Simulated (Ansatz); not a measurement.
Contact densities of AlAs against volume

```yaml
crystal:
  lattice:
    - [0.00000, 2.83040, 2.83040]
    - [2.83040, 0.00000, 2.83040]
    - [2.83040, 2.83040, 0.00000]
  atoms:
    - { symbol: Al, position: [0.00000, 0.00000, 0.00000] }
    - { symbol: As, position: [0.75000, 0.75000, 0.75000] }
```

Atoms are numbered in the order listed.

The cell is COD entry 1540257, as deposited and not checked against the literature; nothing was relaxed.

All numbers below come from Ansatz 0.2.0, DFT, PBE, all-electron PAW with datasets made for the crystal, scalar-relativistic.

Sampling and basis: a Γ-centred 10×10×10 k mesh, Fermi–Dirac smearing of 0.05 eV, cutoff 180 eV (chosen by the program for this cell), no spin polarisation.

The contact density is the mean electron density over the nuclear volume; its changes follow the s electrons' response to bonding and compression. Changes below are taken from the unscaled cell, where it is 10091.1 e/Å³ at Al1, 235558 e/Å³ at As2.

Volumes at which the program chose other datasets or cutoffs are left out.

```json
{"V/V(cell)": "0.9400", "P (GPa)": "8.0", "Δρ(0) Al1 (e/Å³)": "-0.17", "Δρ(0) As2 (e/Å³)": "-1.75"}
{"V/V(cell)": "0.9405", "P (GPa)": "8.0", "Δρ(0) Al1 (e/Å³)": "-0.17", "Δρ(0) As2 (e/Å³)": "-1.74"}
{"V/V(cell)": "0.9600", "P (GPa)": "6.0", "Δρ(0) Al1 (e/Å³)": "-0.12", "Δρ(0) As2 (e/Å³)": "?"}
{"V/V(cell)": "0.9800", "P (GPa)": "4.2", "Δρ(0) Al1 (e/Å³)": "?", "Δρ(0) As2 (e/Å³)": "?"}
{"V/V(cell)": "0.9900", "P (GPa)": "3.4", "Δρ(0) Al1 (e/Å³)": "-0.03", "Δρ(0) As2 (e/Å³)": "-0.32"}
{"V/V(cell)": "1.0000", "P (GPa)": "2.6", "Δρ(0) Al1 (e/Å³)": "0.00", "Δρ(0) As2 (e/Å³)": "0.00"}
```

Question: Give the missing entry: row "0.9800", column "Δρ(0) As2 (e/Å³)".

Answer: -0.61.

Question: Fill in "Δρ(0) Al1 (e/Å³)" for the row "0.9800".

Answer: -0.07.

Question: What belongs in the row "0.9600", column "Δρ(0) As2 (e/Å³)"?

Answer: -1.20.

The datasets are made afresh for each cell, so very small changes are uncertain.
